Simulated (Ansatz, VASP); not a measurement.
C: VASP beside Ansatz

File INCAR:

```
SYSTEM = C
PREC = Accurate
ENCUT = 520
EDIFF = 1E-6
ISMEAR = 0
SIGMA = 0.05
LREAL = .False.
LASPH = .True.
NELM = 60
ALGO = Normal
ISIF = 2
LWAVE = .False.
LCHARG = .False.
GGA = PE
NBANDS = 36
```

Contents of KPOINTS:

```
Automatic mesh
0
Gamma
  12 12 2
  0 0 0
```

Contents of POSCAR:

```
C
1.0
    2.4764000000      0.0000000000      0.0000000000
   -1.2382000000      2.1446253099      0.0000000000
    0.0000000000      0.0000000000     11.9630000000
C
12
Direct
    0.0000000000      0.0000000000      0.1868593266
    0.0000000000      0.0000000000      0.6868593266
    0.0000000000      0.0000000000      0.3131406734
    0.0000000000      0.0000000000      0.8131406734
    0.3333333333      0.6666666667      0.5207665411
    0.6666666667      0.3333333333      0.0207665411
    0.3333333333      0.6666666667      0.9792334589
    0.6666666667      0.3333333333      0.4792334589
    0.3333333333      0.6666666667      0.6450950823
    0.6666666667      0.3333333333      0.1450950823
    0.3333333333      0.6666666667      0.8549049177
    0.6666666667      0.3333333333      0.3549049177
```

Input for Ansatz:

```yaml
crystal:
  lattice:
    - [2.4764, 0.0, 0.0]
    - [-1.2382, 2.1446253099, 0.0]
    - [0.0, 0.0, 11.963]
  atoms:
    - { symbol: C, position: [0.0, 0.0, 0.1868593266] }
    - { symbol: C, position: [0.0, 0.0, 0.6868593266] }
    - { symbol: C, position: [0.0, 0.0, 0.3131406734] }
    - { symbol: C, position: [0.0, 0.0, 0.8131406734] }
    - { symbol: C, position: [0.3333333333, 0.6666666667, 0.5207665411] }
    - { symbol: C, position: [0.6666666667, 0.3333333333, 0.0207665411] }
    - { symbol: C, position: [0.3333333333, 0.6666666667, 0.9792334589] }
    - { symbol: C, position: [0.6666666667, 0.3333333333, 0.4792334589] }
    - { symbol: C, position: [0.3333333333, 0.6666666667, 0.6450950823] }
    - { symbol: C, position: [0.6666666667, 0.3333333333, 0.1450950823] }
    - { symbol: C, position: [0.3333333333, 0.6666666667, 0.8549049177] }
    - { symbol: C, position: [0.6666666667, 0.3333333333, 0.3549049177] }
basis:
  ecutwfc: 520.0
kpoints:
  mp_grid: { grid: [12, 12, 2] }
hamiltonian:
  xc: pbe
  pseudopotentials: { kind: paw, azcp: { folder: soft_1 } }
scf:
  occupations: { method: gaussian, width: 0.05 }
output:
  forces: true
  stress: true
  eigenvalues: true
```

Alike in both runs: task single point; functional PBE; k mesh 12 × 12 × 2; occupations gaussian, width 0.05 eV; no spin polarisation.

|  | VASP | Ansatz |
| --- | --- | --- |
| version | VASP 6.6.1 | Ansatz 0.2.0 |
| potentials or method | VASP PAW PBE potentials, release 64 (C) | scalar-relativistic, plane waves, PAW |
| plane-wave cutoff (eV) | 520 | 520 |
| valence electrons in the cell | 48 | 48 |

VASP gave:

| Property | Result |
| --- | --- |
| gap on the k mesh at the Fermi level (eV) | 4.45 |
| least direct gap on the mesh (eV) | 5.31 |
| rms of the force components (eV/Å) | 0.086 |

Which values does Ansatz return?

gap on the k mesh at the Fermi level (eV): 4.46; least direct gap on the mesh (eV): 5.32; rms of the force components (eV/Å): 0.083.

Atom by atom the forces differ by 0.003 eV/Å (rms over components). The functional is the same, so the differences come from potentials, cutoffs and numerics.
